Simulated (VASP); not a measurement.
Wanted: the native input for a VASP 6.6.1 run.

```yaml
Task: single point
Functional: PBE
Potentials_or_basis: VASP PAW PBE potentials, release 64 (Zn, S)
Cutoff: 520 eV
k_mesh: 9 × 9 × 9
Occupations: fermi-dirac, width 0.05 eV
Spin: no spin polarisation
Further_INCAR_settings: ALGO = Normal; EDIFF = 1e-07; NBANDS = 16
```

The structure of ZnS lies in POSCAR:

```
ZnS
1.0
    0.0000000000      2.7020000000      2.7020000000
    2.7020000000      0.0000000000      2.7020000000
    2.7020000000      2.7020000000      0.0000000000
Zn S
1 1
Direct
    0.7500000000      0.7500000000      0.7500000000
    0.0000000000      0.0000000000      0.0000000000
```

The input as run:

INCAR

```
SYSTEM = ZnS
PREC = Accurate ; ENCUT = 520
EDIFF = 1E-7 ; ISMEAR = -1
SIGMA = 0.05 ; LREAL = .False.
LASPH = .True. ; NELM = 60
ALGO = Normal ; ISIF = 2
LWAVE = .False. ; LCHARG = .False.
GGA = PE ; NBANDS = 16
```

KPOINTS

```
Automatic mesh
0
Gamma
  9 9 9
  0 0 0
```

Potentials or basis: VASP PAW PBE potentials, release 64 (Zn, S).

Command:

```bash
$ cat potpaw_PBE.64/Zn/POTCAR potpaw_PBE.64/S/POTCAR > POTCAR
$ mpirun -np 1 vasp_std > vasp.out
```

Results of the run:

```yaml
Pressure: 1.8 GPa
Band_gap_on_the_k_mesh: 2.11 eV, direct
```

Wall time 14 s on 1 thread of Intel(R) Xeon(R) Platinum 8488C (Sapphire Rapids), with other jobs on the host, peak memory 0.16 GiB.
